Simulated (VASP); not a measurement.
# ZnS (P6_3mc) in VASP: notebook

Runs on ZnS. Level: PBE+D3(BJ). Tasks: single point, relaxation of cell and atoms.

Everything below comes from runs of VASP 6.6.1. Logs are shortened: lines on timing, memory, paths and dates and some standing lists are left out, and cuts for length are marked.

**Experimental background.**

A printed reference work, monograph reports, for a bulk crystal of ZnS at 4 K: band gap 3.911 eV (direct).

How close the calculation comes is told below.

### 1 The cell of the first run

The structure is hexagonal, space group P6_3mc (No. 186). The conventional cell has a = 3.794 Å, b = 3.794 Å, c = 6.230 Å, α = 90.00°, β = 90.00°, γ = 120.00°. Within 3.1 Å of Zn (site symmetry 3m) lie 4 S at 2.33 Å. Within 3.1 Å of S (site symmetry 3m) lie 4 Zn at 2.33 Å.

### 2 Single point, PBE+D3(BJ)

The input, INCAR:

```
SYSTEM = ZnS
PREC = Accurate
ENCUT = 520
EDIFF = 1E-6
ISMEAR = 0
SIGMA = 0.02
LREAL = .FALSE.
LASPH = .TRUE.
NELM = 100
ALGO = Normal
ISIF = 2
LWAVE = .FALSE.
LCHARG = .FALSE.
GGA = PE
IVDW = 12
NBANDS = 26
```

The input, KPOINTS:

```
Automatic mesh
0
G
  12 12 4
  0 0 0
```

The input, POSCAR:

```
ZnS
1.0
    3.7940673390     -0.0000002874      0.0000000000
   -1.8970334206      3.2857588429      0.0000000000
    0.0000000000      0.0000000000      6.2303580350
Zn S
2 2
Direct
    0.3333333333      0.6666666667      0.0054022075
    0.6666666667      0.3333333333      0.5054022075
    0.3333333333      0.6666666667      0.3795977925
    0.6666666667      0.3333333333      0.8795977925
```

Potentials or basis: VASP PAW PBE potentials, release 64 (Zn, S).

On the command line:

```sh
$ cat potpaw_PBE.64/Zn/POTCAR potpaw_PBE.64/S/POTCAR > POTCAR
$ mpirun -np 1 vasp_std > vasp.out
```

OUTCAR:

```text
SYSTEM = ZnS
   PREC = Accurate
   ENCUT = 520
   EDIFF = 1E-6
   ISMEAR = 0
   LREAL = .FALSE.
   LASPH = .TRUE.
   NELM = 100
   ISIF = 2
   GGA = PE
   IVDW = 12
 IVDW          = 12

 ion  position               nearest neighbor table
   1  0.333  0.667  0.005-   4 2.33   4 2.33   4 2.33   3 2.33
   2  0.667  0.333  0.505-   3 2.33   3 2.33   3 2.33   4 2.33
   3  0.333  0.667  0.380-   2 2.33   2 2.33   2 2.33   1 2.33
   4  0.667  0.333  0.880-   1 2.33   1 2.33   1 2.33   2 2.33

  LATTYP: Found a hexagonal cell.
 ALAT       =     3.7940673390
 C/A-ratio  =     1.6421316435

  Lattice vectors:

 A1 = (   3.7940673390,  -0.0000002874,   0.0000000000)
 A2 = (  -1.8970334206,   3.2857588429,   0.0000000000)
 A3 = (   0.0000000000,   0.0000000000,   6.2303580350)

Analysis of symmetry for initial positions (statically):
=====================================================================
 Subroutine PRICEL returns:
 Original cell was already a primitive cell.

 Routine SETGRP: Setting up the symmetry group for a
 hexagonal supercell.

 Subroutine GETGRP returns: Found 12 space group operations
 (whereof  6 operations were pure point group operations)
 out of a pool of 24 trial point group operations.

The static configuration has the point symmetry C_3v.
 The point group associated with its full space group is C_6v.

Analysis of symmetry for dynamics (positions and initial velocities):
=====================================================================
 Subroutine PRICEL returns:
 Original cell was already a primitive cell.

 Routine SETGRP: Setting up the symmetry group for a
 hexagonal supercell.

 Subroutine GETGRP returns: Found 12 space group operations
 (whereof  6 operations were pure point group operations)
 out of a pool of 24 trial point group operations.

The dynamic configuration has the point symmetry C_3v.
 The point group associated with its full space group is C_6v.

 Subroutine INISYM returns: Found 12 space group operations
 (whereof  6 operations are pure point group operations),
 and found     1 'primitive' translations

----------------------------------------------------------------------------------------

                                     Primitive cell

  volume of cell :      77.6701

  direct lattice vectors                    reciprocal lattice vectors
     3.794067339 -0.000000287  0.000000000     0.263569398  0.152171836  0.000000000
    -1.897033421  3.285758843  0.000000000     0.000000023  0.304343712  0.000000000
     0.000000000  0.000000000  6.230358035     0.000000000  0.000000000  0.160504420

  length of vectors
     3.794067339  3.794067339  6.230358035     0.304343712  0.304343712  0.160504420

  position of ions in fractional coordinates (direct lattice)
     0.333333333  0.666666667  0.005402207
     0.666666667  0.333333333  0.505402207
     0.333333333  0.666666667  0.379597793
     0.666666667  0.333333333  0.879597793

  ion indices of the primitive-cell ions
   primitive index   ion index
                 1           1
                 2           2
                 3           3
                 4           4

----------------------------------------------------------------------------------------

 KPOINTS: Automatic mesh

Automatic generation of k-mesh.
 Grid dimensions read from file:
 generate k-points for:   12   12    4

 Generating k-lattice:

  Cartesian coordinates                     Fractional coordinates (reciprocal lattice)
     0.021964116  0.012680986  0.000000000     0.083333333 -0.000000000  0.000000000
     0.000000002  0.025361976  0.000000000    -0.000000000  0.083333333  0.000000000
     0.000000000  0.000000000  0.040126105     0.000000000  0.000000000  0.250000000

  Length of vectors
     0.025361976  0.025361976  0.040126105

  Shift w.r.t. Gamma in fractional coordinates (k-lattice)
     0.000000000  0.000000000  0.000000000

 Subroutine IBZKPT returns following result:
 ===========================================

 Found     57 irreducible k-points:

 Following reciprocal coordinates:
            Coordinates               Weight
  0.000000  0.000000  0.000000      1.000000
  0.083333  0.000000  0.000000      6.000000
  0.166667  0.000000  0.000000      6.000000
  0.250000  0.000000  0.000000      6.000000
  0.333333  0.000000  0.000000      6.000000
  0.416667  0.000000  0.000000      6.000000
[... 16 lines left out ...]
  0.250000  0.000000  0.250000     12.000000
  0.333333  0.000000  0.250000     12.000000
 [... further k-points ...]
   k-points           NKPTS =     57   k-points in BZ     NKDIM =     57   number of bands    NBANDS=     26
   number of dos      NEDOS =    301   number of ions     NIONS =      4
   total plane-waves  NPLWV =  37632
   dimension x,y,z NGX =    28 NGY =   28 NGZ =   48
   dimension x,y,z NGXF=    56 NGYF=   56 NGZF=   96
   ions per type =               2   2
   NGX,Y,Z   is equivalent  to a cutoff of  12.27, 12.27, 12.81 a.u.
   NGXF,Y,Z  is equivalent  to a cutoff of  24.54, 24.54, 25.62 a.u.
 SYSTEM =  ZnS
   PREC   = accura    normal or accurate (medium, high low for compatibility)
   ISTART =      0    job   : 0-new  1-cont  2-samecut
   ICHARG =      2    charge: 1-file 2-atom 10-const
   ISPIN  =      1    spin polarized calculation?
   LNONCOLLINEAR =      F non collinear calculations
   LSORBIT =      F    spin-orbit coupling
   LASPH  =      T    aspherical Exc in radial PAW
   ENCUT  =  520.0 eV  38.22 Ry    6.18 a.u.   7.05  7.05 11.58*2*pi/ulx,y,z
   NELM   =    100;   NELMIN=  2; NELMDL= -5     # of ELM steps
   EDIFF  = 0.1E-05   stopping-criterion for ELM
   LREAL  =      F    real-space projection
[... 7 lines left out ...]
   TEBEG  =    0.0;   TEEND  =   0.0 temperature during run
   PSTRESS=    0.0 pullay stress
   NELECT =      36.0000    total number of electrons
   NUPDOWN=      -1.0000    fix difference up-down
   EMIN   =  10.00;   EMAX   =-10.00  energy-range for DOS
   EFERMI =   0.00;   METHOD = LEGACY
   ISMEAR =     0;   SIGMA  =   0.02  broadening in eV -4-tet -1-fermi 0-gaus
   EFERMI_NEDOS =   21; number of points for ismear=-14 and -15
   IALGO  =     38    algorithm
   IMIX   =      4    mixing-type and parameters
     AMIX     =   0.40;   BMIX     =  1.00
     AMIX_MAG =   1.60;   BMIX_MAG =  1.00
  volume/ion in A,a.u.               =      19.42       131.04
  Fermi-wavevector in a.u.,A,eV,Ry     =   1.266945  2.394179 21.839387  1.605150
  Thomas-Fermi vector in A             =   2.400119
   LORBIT       =      0    0 simple, 1 ext, 2 COOP (PROOUT), +10 PAW based schemes
   GGA     = PE    functional components
   LHFCALC =     F    Hartree Fock is set to
   AEXX    =    0.0000 exact exchange contribution
   IVDW    =    12    specifies the selected vdW correction
   LEPSILON=     F    determine dielectric tensor
   LRPA    =     F    only Hartree local field effects (RPA)
 non-spin polarized calculation
 Gauss-broadening in eV      SIGMA  =   0.02
  energy-cutoff  :      520.00
  volume of cell :       77.67
 maximum number of plane-waves:      2110
   NGX = 15   NGY = 15   NGZ = 23

 number of electron      35.9999998 magnetization

 Free energy of the ion-electron system (eV)
  ---------------------------------------------------
  ext. energy  EPLUGINS =         0.00000000
  ---------------------------------------------------
  free energy    TOTEN  =       -13.66318545 eV

  energy without entropy =      -13.66318545  energy(sigma->0) =      -13.66318545

 E-fermi :   2.4314     XC(G=0):  -9.6988

 val. band max:        2.2762023527   @ k =   0.0000   0.0000   0.0000
 cond. band min:       4.5296933315   @ k =   0.0000   0.0000   0.0000
 fundamental gap:      2.2534909788
 Fermi energy:         2.4313927179

 k-point     1 :       0.0000    0.0000    0.0000
  band No.  band energies     occupation
      1     -11.0036      2.00000
      2     -10.0459      2.00000
      3      -4.1350      2.00000
      4      -4.1202      2.00000
      5      -4.1202      2.00000
      6      -4.0357      2.00000
[... 18 lines left out ...]
     25       9.9760      0.00000
     26      11.5885      0.00000

 k-point     2 :       0.0833    0.0000    0.0000
  band No.  band energies     occupation
      1     -10.9552      2.00000
      2     -10.0184      2.00000
      3      -4.1307      2.00000
      4      -4.1186      2.00000
      5      -4.1104      2.00000
      6      -4.0312      2.00000
[... 18 lines left out ...]
     25      10.1939      0.00000
     26      11.2708      0.00000

 k-point     3 :       0.1667    0.0000    0.0000
  band No.  band energies     occupation
      1     -10.8165      2.00000
      2      -9.9440      2.00000
      3      -4.1358      2.00000
      4      -4.0970      2.00000
      5      -4.0851      2.00000
      6      -4.0122      2.00000
[... 18 lines left out ...]
     25      10.5721      0.00000
     26      10.7956      0.00000

 k-point     4 :       0.2500    0.0000    0.0000
  band No.  band energies     occupation
      1     -10.6080      2.00000
      2      -9.8462      2.00000
      3      -4.1386      2.00000
      4      -4.0701      2.00000
      5      -4.0548      2.00000
      6      -3.9647      2.00000
[... 18 lines left out ...]
     25      10.8222      0.00000
     26      11.1541      0.00000
[... 496 lines left out ...]
      1     -10.7038      2.00000
      2     -10.0894      2.00000
      3      -4.1506      2.00000
      4      -4.0890      2.00000
      5      -4.0733      2.00000
      6      -4.0338      2.00000
[... 18 lines left out ...]
     25      10.4147      0.00000
     26      10.7023      0.00000

 k-point    23 :       0.2500    0.0000    0.2500
  band No.  band energies     occupation
      1     -10.5064      2.00000
      2      -9.9687      2.00000
      3      -4.1534      2.00000
      4      -4.0788      2.00000
      5      -4.0386      2.00000
      6      -3.9812      2.00000
[... 18 lines left out ...]
     25      10.7834      0.00000
     26      11.2301      0.00000

 k-point    24 :       0.3333    0.0000    0.2500
  band No.  band energies     occupation
      1     -10.2818      2.00000
      2      -9.8532      2.00000
      3      -4.1461      2.00000
      4      -4.0634      2.00000
      5      -4.0091      2.00000
      6      -3.8970      2.00000
[... 18 lines left out ...]
     25      11.1283      0.00000
     26      12.1017      0.00000

 [... further k-points ...]

------------------------ aborting loop because EDIFF is reached ----------------------------------------

 Edisp (eV)   -1.25245

 E8    (eV) :    -0.4925

  FORCE on cell =-STRESS in cart. coord.  units (eV):
  Direction    XX          YY          ZZ          XY          YZ          ZX
  --------------------------------------------------------------------------------------
  -------------------------------------------------------------------------------------
  Total       0.12810     0.12810     0.11931     0.00000     0.00000     0.00000
  in kB       2.64242     2.64242     2.46103     0.00000     0.00000     0.00000
  external pressure =        2.58 kB  Pullay stress =        0.00 kB

 VOLUME and BASIS-vectors are now :
 -----------------------------------------------------------------------------
  energy-cutoff  :      520.00
  volume of cell :       77.67
      direct lattice vectors                 reciprocal lattice vectors
     3.794067339 -0.000000287  0.000000000     0.263569398  0.152171836  0.000000000
    -1.897033421  3.285758843  0.000000000     0.000000023  0.304343712  0.000000000
     0.000000000  0.000000000  6.230358035     0.000000000  0.000000000  0.160504420

 POSITION                                       TOTAL-FORCE (eV/Angst)
 -----------------------------------------------------------------------------------
      0.00000      2.19051      0.03366        -0.000000      0.000000      0.010331
      1.89703      1.09525      3.14884         0.000000     -0.000000      0.010331
      0.00000      2.19051      2.36503        -0.000000     -0.000000     -0.010331
      1.89703      1.09525      5.48021        -0.000000      0.000000     -0.010331
 -----------------------------------------------------------------------------------
    total drift:                               -0.000000     -0.000000     -0.000574

  FREE ENERGIE OF THE ION-ELECTRON SYSTEM (eV)
  ---------------------------------------------------
  free  energy   TOTEN  =       -14.9156314002 eV

  energy  without entropy=      -14.9156314002  energy(sigma->0) =      -14.91563140
```

It took 49 s on 1 thread of AMD EPYC 9R45 (Zen 5), shared host; peak memory 0.22 GiB.

Results:

```
Free energy                : -14.9156 eV
Pressure                   : 0.3 GPa
Largest force              : 0.010 eV/Å
Band gap on the k mesh     : 2.25 eV
Dispersion energy per atom : -0.313 eV
```

Forces in eV/Å, atoms in the order of the input:
```
Zn   0.000  0.000  0.010
Zn   0.000  0.000  0.010
S    0.000  0.000 -0.010
S    0.000  0.000 -0.010
```

[end of part 1 of 2]
